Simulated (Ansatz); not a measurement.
Trial structure of Sb, not yet relaxed:

```yaml
crystal:
  lattice:
    - [3.51084, 0.00000, 0.00000]
    - [-1.75542, 3.04048, 0.00000]
    - [0.00000, 0.00000, 6.30812]
  atoms:
    - { symbol: Sb, position: [0.00000, 0.00000, 0.19787] }
    - { symbol: Sb, position: [0.00000, 0.00000, 0.80213] }
```

All numbers below come from DFT PBE, scalar-relativistic, plane waves, PAW in Ansatz 0.2.0. Plane waves to 420 eV, a k mesh through Γ of 6×6×4 on the computed 2-atom cell and Gaussian smearing (0.10 eV); no spin polarisation.

Energies count from the standard state of Sb at the same level.

**Question.** How far from equilibrium is it?

**Answer.** The pressure is 4.6 GPa (the mean over three directions, positive in compression), the largest force is 3.89 eV/Å, and the energy is +0.54 eV/atom against the standard state. The shortest distance is 2.50 Å.

**Question.** Is it a good guess?

**Answer.** A rough one: relaxing gains about 0.40 eV/atom (the start's value is from the coarse mesh, so the gain is rough) in 16 ionic steps and ends at +0.15 eV/atom on the finer mesh. The symmetry stays P6/mmm (No. 191). The end has the simple hexagonal type. The volume per atom shrinks by 13.4 %, from 33.7 to 29.1 Å³. The shortest distance goes from 2.50 Å (Sb–Sb) to 3.13 Å (Sb–Sb). The ratio c/a of the conventional cell changes by a factor of 0.53. Conventional cell: a = 3.281 Å, c = 3.126 Å. Sb is surrounded by 8 Sb at 3.13–3.28 Å.

The last run used an 18×18×10 mesh (in the run's order of axes) for its 2-atom cell and Gaussian smearing of 0.10 eV. These runs have no spin–orbit coupling, which can matter for Sb. The relaxation can't lower the symmetry of the start, and the grade says only how near the guess is to its own end. A structure relaxed within its symmetry needn't be a true minimum.
